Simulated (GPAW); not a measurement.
Re in GPAW: convergence with k mesh

Re:

```
Re
1.0
     0.00000    1.97500    1.97500
     1.97500    0.00000    1.97500
     1.97500    1.97500    0.00000
Re
1
Direct
  0.00000 0.00000 0.00000
```

This isn't the form of Re at room conditions, which is hcp.

```yaml
Program: GPAW 26.7.0
Task: convergence study
Functional: RPBE
Potentials_or_basis: the program's PAW data sets (release 1.2.1) made for this functional
Cutoff: 600 eV
Basis: pw
k_mesh: 3 × 3 × 3
Occupations: fermi-dirac, width 0.05 eV
Spin: no spin polarisation
```

These are the settings of the first run; the series varies k mesh, with any setting tied to it.

Hardware: 1 thread of Arm Neoverse V1, on a shared host.

| k mesh | energy less the tightest run, at zero smearing (meV/atom) | pressure (GPa) | SCF cycles | CPU time (s) | peak memory (GiB) |
| --- | --- | --- | --- | --- | --- |
| 3 × 3 × 3 | 518.33 | 8.25 | 9 | 2.6 | 0.12 |
| 4 × 4 × 4 | 214.97 | -2.32 | 10 | 3.2 | 0.12 |
| 5 × 5 × 5 | 81.96 | -4.68 | 9 | 3.4 | 0.12 |
| 6 × 6 × 6 | -23.77 | -5.20 | 9 | 4.1 | 0.13 |
| 7 × 7 × 7 | -6.60 | -5.66 | 9 | 4.6 | 0.13 |
| 9 × 9 × 9 | 7.33 | -4.72 | 9 | 6.8 | 0.13 |
| 10 × 10 × 10 | -5.41 | -5.54 | 9 | 8.3 | 0.13 |
| 13 × 13 × 13 | 3.72 | -5.33 | 9 | 13 | 0.14 |
| 15 × 15 × 15 | 0.00 | -5.31 | 8 | 16 | 0.15 |

Against the tightest run, the pressure stays within 0.1 GPa from 13 × 13 × 13 on. Not settled before the last step: the energy (to 1 meV/atom). Meshes of other sizes hit other points, so gaps and Fermi surfaces needn't settle smoothly. The tightest run that finished is the yardstick and may itself not be fully converged.

The run has no spin-orbit coupling, so splittings on Re are missing.
